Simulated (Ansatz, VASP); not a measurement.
## One calculation of MgO, two programs

```xyz
2
Lattice="0.0000 2.1351 2.1351 2.1351 0.0000 2.1351 2.1351 2.1351 0.0000" Properties=species:S:1:pos:R:3 pbc="T T T"
Mg    0.0000    0.3750    0.0000
O     2.1351    2.1351    2.1351
```

Change from the starting cell: all Mg atoms moved +0.375 Å, as atom 1 along Cartesian [0 1 0].

Alike in both runs: task single point; functional r2SCAN; k mesh 10 × 10 × 10; occupations gaussian, width 0.05 eV; no spin polarisation.

|  | VASP | Ansatz |
| --- | --- | --- |
| version | VASP 6.6.1 | Ansatz 0.2.0 |
| potentials or method | VASP PAW PBE potentials, release 64 (Mg, O) | scalar-relativistic, plane waves, PAW |
| plane-wave cutoff (eV) | 520 | 500 |
| valence electrons in the cell | 8 | 16 |

VASP gave:

```
gap on the k mesh at the Fermi level (eV)       : 5.16
least direct gap on the mesh (eV)               : 5.16
pressure (GPa)                                  : 7.0
largest component of the traceless stress (GPa) : 34.40
rms of the force components (eV/Å)              : 2.196
```

Question: Which values does Ansatz return?

Answer: gap on the k mesh at the Fermi level (eV): 5.19; least direct gap on the mesh (eV): 5.19; pressure (GPa): 7.6; largest component of the traceless stress (GPa): 33.45; rms of the force components (eV/Å): 2.148.

Atom by atom the forces differ by 0.048 eV/Å (rms over components). The two sets of potentials don't hold the same shells in valence.

Caveats: the PAW data sets were made with another functional, which shifts forces and pressure a little (VASP).
